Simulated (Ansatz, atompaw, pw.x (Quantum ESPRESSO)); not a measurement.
# Equation-of-state test of one PAW (atompaw) potential (ruthenium)

```json
{"Element": "Ru (Z = 44)", "Generator": "atompaw 4.2.0.5", "Type": "PAW", "Functional": "LDA (PW92)", "Relativity": "scalar-relativistic", "Frozen core": "[Ar] 3d10", "Valence charge": "16", "Reference configuration": "4s2 4p6 4d7 5s1 5p0", "Partial waves": "4s (bound): rc 1.40 bohr; 5s (bound): rc 1.55 bohr; 4p (bound): rc 1.20 bohr; 5p (bound, empty): rc 2.45 bohr; 4d (bound): rc 2.45 bohr; 4d channel at 0.69 Ry: rc 2.45 bohr", "Local potential": "bessel scheme, radius 1.85 bohr", "Core correction": "smooth core density matched at 2.40 bohr", "Augmentation charge": "sinc compensation charge, radius 1.85 bohr; PAW radius 2.45 bohr; waves and projectors: custom rrkj gramschmidtortho"}
```

Crystal test: fcc Ru in pw.x 7.5, no spin, 15³ k-points, Fermi–Dirac smearing 0.01 Ry, cutoffs 120/900 Ry. The reference is all-electron LAPW (Ansatz 0.2.0) with the same functional, mesh and smearing; V0 and B0 come from Birch–Murnaghan fits to the pressures at five volumes. Errors are pseudo minus all-electron; Δ is the rms difference of the E(V) curves that follow from these fits, minima aligned, over ±6 % about the mean V0. Mesh and smearing are coarse, so the numbers serve the comparison and aren't converged zero-temperature values; the lattice is a test structure that the element need not adopt.

All-electron: a0 = 3.748 Å (V0 = 13.16 Å³/atom), B0 = 357.6 GPa.

Q: How far does the potential miss the all-electron equation of state?

A: mean pressure error (GPa): +3.48; a0 (Å): 3.760; a0 error (%): +0.31; B0 error (%): -0.0; Δ (meV/atom): 9.6.

| V (Å³/atom) | P all-electron (GPa) | P pseudo (GPa) |
| --- | --- | --- |
| 12.471 | 21.99 | 26.35 |
| 12.799 | 10.74 | 14.60 |
| 13.127 | 0.99 | 4.41 |
| 13.455 | -7.45 | -4.41 |
| 13.783 | -14.75 | -12.04 |

Q: At the middle volume, how do free energy and pressure move when the wave cutoff is lowered (ecutrho held at 900 Ry)?

A:

| cutoff (Ry) | shift of F (meV/atom) | shift of P (GPa) |
| --- | --- | --- |
| 54 | +70.1 | -4.61 |
| 72 | +20.7 | +0.10 |
| 96 | +9.1 | -0.47 |

The run at the middle volume (120 k-points, 10 iterations) took about 32 s on one core of a shared host (AMD EPYC 9R45 96-Core Processor, 96 threads, 376 GiB, load 53).
